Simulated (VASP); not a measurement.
# LiHF2 (R-3m) in VASP: single point with PBEsol

Aim: the single point of LiHF2 with PBEsol.

All numbers are computed with VASP 6.6.1; they aren't measurements. Logs are shortened: lines on timing, memory, paths and dates and some standing lists are left out, and cuts for length are marked.

### Step 1. Starting point

The structure is trigonal, space group R-3m (No. 166). The conventional cell has a = 2.934 Å, b = 2.934 Å, c = 13.100 Å, α = 90.00°, β = 90.00°, γ = 120.00°. Li (site symmetry -3m) has 6 F at 1.99 Å as nearest neighbours. H (site symmetry -3m) has 2 F at 1.14 Å as nearest neighbours. Around F (site symmetry 3m) lie 1 H at 1.14 Å.

The cell comes from a database or a generator and needn't be the stable form of this composition.

### Step 2. Single point, PBEsol

Contents of INCAR:

```
SYSTEM = LiHF2
ALGO = Normal
EDIFF = 1E-6
ENCUT = 520
GGA = PS
ISIF = 2
ISMEAR = 0
LASPH = .TRUE.
LCHARG = .FALSE.
LREAL = .FALSE.
LWAVE = .FALSE.
NBANDS = 17
NELM = 100
PREC = Accurate
SIGMA = 0.1
```

Contents of KPOINTS:

```
k-points
0
G
  9 9 9
  0 0 0
```

Contents of POSCAR:

```
LiHF2
1.0
    1.4669835874      0.8469633691      4.3666887241
   -1.4669835874      0.8469633691      4.3666887241
    0.0000000000     -1.6939267382      4.3666887241
Li H F
1 1 2
Direct
    0.0000000000      0.0000000000      0.0000000000
    0.5000000000      0.5000000000      0.5000000000
    0.4133018800      0.4133018800      0.4133018800
    0.5866981200      0.5866981200      0.5866981200
```

Potentials or basis: VASP PAW PBE potentials, release 64 (Li_sv, H, F).

Launch:

```bash
$ cat potpaw_PBE.64/Li_sv/POTCAR potpaw_PBE.64/H/POTCAR potpaw_PBE.64/F/POTCAR > POTCAR
$ mpirun -np 1 vasp_std > vasp.out
```

OUTCAR:

```text
SYSTEM = LiHF2
   EDIFF = 1E-6
   ENCUT = 520
   GGA = PS
   ISIF = 2
   ISMEAR = 0
   LASPH = .TRUE.
   LREAL = .FALSE.
   NELM = 100
   PREC = Accurate

 ion  position               nearest neighbor table
   1  0.000  0.000  0.000-   4 1.99   4 1.99   3 1.99   3 1.99   4 1.99   3 1.99
   2  0.500  0.500  0.500-   3 1.14   4 1.14
   3  0.413  0.413  0.413-   2 1.14   1 1.99   1 1.99   1 1.99
   4  0.587  0.587  0.587-   2 1.14   1 1.99   1 1.99   1 1.99

  LATTYP: Found a trigonal (rhomboedric) cell.
 ALAT       =     4.6837333621
 COS(alpha) =     0.8038012759

  Lattice vectors:

 A1 = (   1.4669835874,   0.8469633691,   4.3666887241)
 A2 = (  -1.4669835874,   0.8469633691,   4.3666887241)
 A3 = (   0.0000000000,  -1.6939267382,   4.3666887241)

Analysis of symmetry for initial positions (statically):
=====================================================================
 Subroutine PRICEL returns:
 Original cell was already a primitive cell.

 Routine SETGRP: Setting up the symmetry group for a
 trigonal (rhombohedral) supercell.

 Subroutine GETGRP returns: Found 12 space group operations
 (whereof 12 operations were pure point group operations)
 out of a pool of 12 trial point group operations.

The static configuration has the point symmetry D_3d.

Analysis of symmetry for dynamics (positions and initial velocities):
=====================================================================
 Subroutine PRICEL returns:
 Original cell was already a primitive cell.

 Routine SETGRP: Setting up the symmetry group for a
 trigonal (rhombohedral) supercell.

 Subroutine GETGRP returns: Found 12 space group operations
 (whereof 12 operations were pure point group operations)
 out of a pool of 12 trial point group operations.

The dynamic configuration has the point symmetry D_3d.

 Subroutine INISYM returns: Found 12 space group operations
 (whereof 12 operations are pure point group operations),
 and found     1 'primitive' translations

----------------------------------------------------------------------------------------

                                     Primitive cell

  volume of cell :      32.5532

  direct lattice vectors                    reciprocal lattice vectors
     1.466983587  0.846963369  4.366688724     0.340835442  0.196781434  0.076335492
    -1.466983587  0.846963369  4.366688724    -0.340835442  0.196781434  0.076335492
     0.000000000 -1.693926738  4.366688724     0.000000000 -0.393562869  0.076335492

  length of vectors
     4.683733362  4.683733362  4.683733362     0.400897542  0.400897542  0.400897542

  position of ions in fractional coordinates (direct lattice)
     0.000000000  0.000000000  0.000000000
     0.500000000  0.500000000  0.500000000
     0.413301880  0.413301880  0.413301880
     0.586698120  0.586698120  0.586698120

  ion indices of the primitive-cell ions
   primitive index   ion index
                 1           1
                 2           2
                 3           3
                 4           4

----------------------------------------------------------------------------------------

 KPOINTS: k-points

Automatic generation of k-mesh.
 Grid dimensions read from file:
 generate k-points for:    9    9    9

 Generating k-lattice:

  Cartesian coordinates                     Fractional coordinates (reciprocal lattice)
     0.037870605  0.021864604  0.008481721     0.111111111  0.000000000  0.000000000
    -0.037870605  0.021864604  0.008481721     0.000000000  0.111111111  0.000000000
     0.000000000 -0.043729208  0.008481721     0.000000000  0.000000000  0.111111111

  Length of vectors
     0.044544171  0.044544171  0.044544171

  Shift w.r.t. Gamma in fractional coordinates (k-lattice)
     0.000000000  0.000000000  0.000000000

 Subroutine IBZKPT returns following result:
 ===========================================

 Found     85 irreducible k-points:

 Following reciprocal coordinates:
            Coordinates               Weight
  0.000000  0.000000  0.000000      1.000000
  0.111111 -0.000000  0.000000      6.000000
  0.222222 -0.000000  0.000000      6.000000
  0.333333 -0.000000 -0.000000      6.000000
  0.444444 -0.000000  0.000000      6.000000
  0.111111  0.111111  0.000000      6.000000
[... 16 lines left out ...]
 -0.333333  0.333333  0.000000      6.000000
  0.444444  0.444444  0.000000      6.000000
 [... further k-points ...]
   k-points           NKPTS =     85   k-points in BZ     NKDIM =     85   number of bands    NBANDS=     17
   number of dos      NEDOS =    301   number of ions     NIONS =      4
   total plane-waves  NPLWV =  46656
   dimension x,y,z NGX =    36 NGY =   36 NGZ =   36
   dimension x,y,z NGXF=    72 NGYF=   72 NGZF=   72
   ions per type =               1   1   2
   NGX,Y,Z   is equivalent  to a cutoff of  12.78, 12.78, 12.78 a.u.
   NGXF,Y,Z  is equivalent  to a cutoff of  25.56, 25.56, 25.56 a.u.
 SYSTEM =  LiHF2
   PREC   = accura    normal or accurate (medium, high low for compatibility)
   ISTART =      0    job   : 0-new  1-cont  2-samecut
   ICHARG =      2    charge: 1-file 2-atom 10-const
   ISPIN  =      1    spin polarized calculation?
   LNONCOLLINEAR =      F non collinear calculations
   LSORBIT =      F    spin-orbit coupling
   LASPH  =      T    aspherical Exc in radial PAW
   ENCUT  =  520.0 eV  38.22 Ry    6.18 a.u.   8.71  8.71  8.71*2*pi/ulx,y,z
   NELM   =    100;   NELMIN=  2; NELMDL= -5     # of ELM steps
   EDIFF  = 0.1E-05   stopping-criterion for ELM
   LREAL  =      F    real-space projection
   EDIFFG = 0.1E-04   stopping-criterion for IOM
   NSW    =      0    number of steps for IOM
   IBRION =     -1    ionic relax: 0-MD 1-quasi-New 2-CG
   NFREE  =      0    steps in history (QN), initial steepest desc. (CG)
   ISIF   =      2    stress and relaxation
   ISYM   =      2    0-nonsym 1-usesym 2-fastsym
   POTIM  = 0.5000    time-step for ionic-motion
   TEBEG  =    0.0;   TEEND  =   0.0 temperature during run
   PSTRESS=    0.0 pullay stress
   NELECT =      18.0000    total number of electrons
   NUPDOWN=      -1.0000    fix difference up-down
   EMIN   =  10.00;   EMAX   =-10.00  energy-range for DOS
   EFERMI =   0.00;   METHOD = LEGACY
   ISMEAR =     0;   SIGMA  =   0.10  broadening in eV -4-tet -1-fermi 0-gaus
   EFERMI_NEDOS =   21; number of points for ismear=-14 and -15
   IALGO  =     38    algorithm
   IMIX   =      4    mixing-type and parameters
     AMIX     =   0.40;   BMIX     =  1.00
     AMIX_MAG =   1.60;   BMIX_MAG =  1.00
  volume/ion in A,a.u.               =       8.14        54.92
  Fermi-wavevector in a.u.,A,eV,Ry     =   1.343697  2.539218 24.565598  1.805520
  Thomas-Fermi vector in A             =   2.471750
   LORBIT       =      0    0 simple, 1 ext, 2 COOP (PROOUT), +10 PAW based schemes
   GGA     = PS    functional components
   LHFCALC =     F    Hartree Fock is set to
   AEXX    =    0.0000 exact exchange contribution
   IVDW    =     0    specifies the selected vdW correction
   LEPSILON=     F    determine dielectric tensor
   LRPA    =     F    only Hartree local field effects (RPA)
 non-spin polarized calculation
 Gauss-broadening in eV      SIGMA  =   0.10
  energy-cutoff  :      520.00
  volume of cell :       32.55
 maximum number of plane-waves:       898
   NGX = 17   NGY = 17   NGZ = 17

 number of electron      17.9999999 magnetization

 Free energy of the ion-electron system (eV)
  ---------------------------------------------------
  ext. energy  EPLUGINS =         0.00000000
  ---------------------------------------------------
  free energy    TOTEN  =       -18.59389947 eV

  energy without entropy =      -18.59389947  energy(sigma->0) =      -18.59389947

 E-fermi :  -2.1005     XC(G=0):  -9.4513

 val. band max:       -2.6796959704   @ k =   0.4444   0.4444   0.3333
 cond. band min:       5.5966521064   @ k =   0.0000   0.0000   0.0000
 fundamental gap:      8.2763480768
 Fermi energy:        -2.1004932642

 k-point     1 :       0.0000    0.0000    0.0000
  band No.  band energies     occupation
      1     -42.4895      2.00000
      2     -23.7185      2.00000
      3     -22.2194      2.00000
      4      -8.4780      2.00000
      5      -3.0850      2.00000
      6      -3.0850      2.00000
[... 9 lines left out ...]
     16      21.3232      0.00000
     17      21.3232      0.00000

 k-point     2 :       0.1111   -0.0000    0.0000
  band No.  band energies     occupation
      1     -42.4856      2.00000
      2     -23.6816      2.00000
      3     -22.2014      2.00000
      4      -8.4179      2.00000
      5      -3.4216      2.00000
      6      -3.1329      2.00000
[... 9 lines left out ...]
     16      18.9437      0.00000
     17      21.3425      0.00000

 k-point     3 :       0.2222   -0.0000    0.0000
  band No.  band energies     occupation
      1     -42.4757      2.00000
      2     -23.5841      2.00000
      3     -22.1564      2.00000
      4      -8.2642      2.00000
      5      -4.1168      2.00000
      6      -3.4850      2.00000
[... 9 lines left out ...]
     16      17.4168      0.00000
     17      21.2487      0.00000

 k-point     4 :       0.3333   -0.0000   -0.0000
  band No.  band energies     occupation
      1     -42.4644      2.00000
      2     -23.4684      2.00000
      3     -22.1059      2.00000
      4      -8.0895      2.00000
      5      -4.7848      2.00000
      6      -3.9104      2.00000
[... 9 lines left out ...]
     16      17.3043      0.00000
     17      20.5870      0.00000

 k-point     5 :       0.4444   -0.0000    0.0000
  band No.  band energies     occupation
      1     -42.4570      2.00000
      2     -23.3895      2.00000
      3     -22.0737      2.00000
      4      -7.9780      2.00000
      5      -5.1789      2.00000
      6      -4.1615      2.00000
[... 9 lines left out ...]
     16      17.2368      0.00000
     17      19.2699      0.00000

 k-point     6 :       0.1111    0.1111    0.0000
  band No.  band energies     occupation
      1     -42.4856      2.00000
      2     -23.6733      2.00000
      3     -22.2137      2.00000
      4      -8.3824      2.00000
      5      -3.3356      2.00000
      6      -3.2244      2.00000
[... 9 lines left out ...]
     16      18.7961      0.00000
     17      21.6429      0.00000

 k-point     7 :       0.2222    0.1111   -0.0000
  band No.  band energies     occupation
      1     -42.4787      2.00000
      2     -23.5978      2.00000
      3     -22.1932      2.00000
      4      -8.2431      2.00000
      5      -3.8836      2.00000
      6      -3.4710      2.00000
[... 9 lines left out ...]
     16      17.7114      0.00000
     17      21.6653      0.00000

 k-point     8 :       0.3333    0.1111   -0.0000
  band No.  band energies     occupation
      1     -42.4681      2.00000
      2     -23.4864      2.00000
      3     -22.1509      2.00000
      4      -8.0640      2.00000
      5      -4.5468      2.00000
      6      -3.7466      2.00000
[... 9 lines left out ...]
     16      17.1766      0.00000
     17      20.7881      0.00000
[... 203 lines left out ...]
      1     -42.4595      2.00000
      2     -23.4140      2.00000
      3     -22.0862      2.00000
      4      -8.0109      2.00000
      5      -4.6154      2.00000
      6      -4.3563      2.00000
[... 9 lines left out ...]
     16      16.6848      0.00000
     17      22.1204      0.00000

 k-point    20 :       0.3333    0.3333   -0.0000
  band No.  band energies     occupation
      1     -42.4644      2.00000
      2     -23.3847      2.00000
      3     -22.2203      2.00000
      4      -7.7555      2.00000
      5      -4.7721      2.00000
      6      -4.0802      2.00000
[... 9 lines left out ...]
     16      17.1363      0.00000
     17      21.1527      0.00000

 k-point    21 :       0.4444    0.3333   -0.0000
  band No.  band energies     occupation
      1     -42.4588      2.00000
      2     -23.3080      2.00000
      3     -22.2159      2.00000
      4      -7.6107      2.00000
      5      -5.0363      2.00000
      6      -4.1578      2.00000
[... 9 lines left out ...]
     16      17.0908      0.00000
     17      20.8120      0.00000

 k-point    22 :      -0.4444    0.3333   -0.0000
  band No.  band energies     occupation
      1     -42.4539      2.00000
      2     -23.2637      2.00000
      3     -22.1812      2.00000
      4      -7.5832      2.00000
      5      -5.0366      2.00000
      6      -4.2259      2.00000
[... 9 lines left out ...]
     16      16.9298      0.00000
     17      20.5479      0.00000

 k-point    23 :      -0.3333    0.3333    0.0000
  band No.  band energies     occupation
      1     -42.4519      2.00000
      2     -23.2743      2.00000
      3     -22.1299      2.00000
      4      -7.6841      2.00000
      5      -4.7794      2.00000
      6      -4.5642      2.00000
[... 9 lines left out ...]
     16      16.8181      0.00000
     17      21.1899      0.00000

 k-point    24 :       0.4444    0.4444    0.0000
  band No.  band energies     occupation
      1     -42.4570      2.00000
      2     -23.2608      2.00000
      3     -22.2443      2.00000
      4      -7.4729      2.00000
      5      -5.2689      2.00000
      6      -4.2556      2.00000
[... 9 lines left out ...]
     16      16.9864      0.00000
     17      20.8973      0.00000

 [... further k-points ...]
[... 5 lines left out ...]
  --------------------------------------------------------------------------------------
  -------------------------------------------------------------------------------------
  Total        0.3059388      0.3059388      0.5964897      0.0000000     -0.0000000      0.0000000
  in kB       15.0574638     15.0574638     29.3575721      0.0000000     -0.0000000      0.0000000
  external PRESSURE =      19.8241666 kB  Pullay stress =       0.0000000 kB

 VOLUME and BASIS-vectors are now :
 -----------------------------------------------------------------------------
  energy-cutoff  :      520.00
  volume of cell :       32.55
      direct lattice vectors                 reciprocal lattice vectors
     1.466983587  0.846963369  4.366688724     0.340835442  0.196781434  0.076335492
    -1.466983587  0.846963369  4.366688724    -0.340835442  0.196781434  0.076335492
     0.000000000 -1.693926738  4.366688724     0.000000000 -0.393562869  0.076335492

 POSITION                                       TOTAL-FORCE (eV/Angst)
 -----------------------------------------------------------------------------------
      0.00000      0.00000      0.00000         0.000000     -0.000000      0.000000
      0.00000      0.00000      6.55003        -0.000000     -0.000000      0.000000
      0.00000      0.00000      5.41428         0.000000      0.000000     -0.132243
      0.00000      0.00000      7.68578         0.000000      0.000000      0.132243
 -----------------------------------------------------------------------------------
    total drift:                                0.000000     -0.000000      0.000000

  FREE ENERGIE OF THE ION-ELECTRON SYSTEM (eV)
  ---------------------------------------------------
  free  energy   TOTEN  =       -18.5938994712 eV

  energy  without entropy=      -18.5938994712  energy(sigma->0) =      -18.59389947
```

Run time: 67 s. Hardware: 1 thread of Intel Xeon Platinum 8488C (Sapphire Rapids), shared host; peak memory 0.21 GiB.

Results:

```
Free energy            : -18.5939 eV
Largest force          : 0.132 eV/Å
Band gap on the k mesh : 8.28 eV, indirect (least direct gap 8.48 eV)
```

Forces in eV/Å, atoms in the order of the input:
```
Li   0.000  0.000  0.000
H    0.000  0.000  0.000
F    0.000  0.000 -0.132
F    0.000  0.000  0.132
```

Caveat: the cutoff is under 1.25 times the usual one of these potentials, so pressure, stress and relaxed cells hold a basis-set (Pulay) error; the PAW data sets were made with another functional, which shifts forces and pressure a little; an odd mesh through Γ misses points on the zone boundary, where band edges often lie.
